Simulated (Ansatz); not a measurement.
Two isomers of C3H6O: A = `C=CCO`, B = `CC(C)=O`.

Calculated with Ansatz (gas phase, PBE0-D4/def2-TZVP geometries, no zero-point term in ΔE). CBS: MP2 limit from def2 TZ/QZ plus the TZ coupled-cluster correction, frozen cores. DFT in def2-TZVPP. B3LYP here is the variant with VWN-RPA as its local correlation; programs differ in this. One conformer a species, not always the lowest.

A:

```xyz
10

C     0.211    1.028   -1.146
C    -0.378    0.532   -0.067
C    -0.252   -0.886    0.378
O     0.257   -0.989    1.694
H     0.824    0.403   -1.790
H     0.098    2.067   -1.433
H    -0.982    1.175    0.571
H     0.364   -1.449   -0.337
H    -1.237   -1.363    0.410
H     1.095   -0.518    1.720
```

B:

```xyz
10

C     1.0680   -0.5177   -0.5027
C    -0.0616    0.4755   -0.4251
C    -1.0385    0.2902    0.7062
O    -0.1776    1.3700   -1.2251
H     1.5999   -0.5709    0.4511
H     0.6674   -1.5173   -0.6967
H     1.7560   -0.2409   -1.2992
H    -0.5271    0.4356    1.6626
H    -1.8542    1.0051    0.6177
H    -1.4324   -0.7297    0.7112
```

Problem. Which is lower in electronic energy at CCSD(T)/CBS, and by how much? (Best estimate.)

Solution. Computed: B, by 20.2 kcal/mol.

Problem. Give E(B) − E(A) in kcal/mol with CCSD(T)/def2-TZVPP, B3LYP, CCSD(T)/def2-SVP, PBE0-D4, B2PLYP, LDA (SPW92), MP2/def2-TZVPP. (An estimate is asked.)

Solution. Computed: CCSD(T)/def2-TZVPP -20.9, B3LYP -21.9, CCSD(T)/def2-SVP -24.9, PBE0-D4 -22.5, B2PLYP -22.1, LDA (SPW92) -21.8, MP2/def2-TZVPP -21.7. None reverses the order clearly.

Problem. Does the order hold for the free energy at 298.15 K (harmonic terms from PBE0-D4)? (Estimate.)

Solution. The calculation gave: Yes: G(B) − G(A) = -21.8 kcal/mol, for one conformer each. Modes under 60 cm⁻¹, often nearly free rotors, make the harmonic entropy too high.

Largest T1 diagnostic: 0.013.

At CCSD(T), def2-SVP lies −4.7 kcal/mol from the extrapolated value and def2-TZVPP −0.7 kcal/mol. In def2-TZVPP, CCSD(T) changes the Hartree–Fock value by +1.6 kcal/mol (the triples alone add −0.0 kcal/mol) and MP2 by +0.8 kcal/mol.
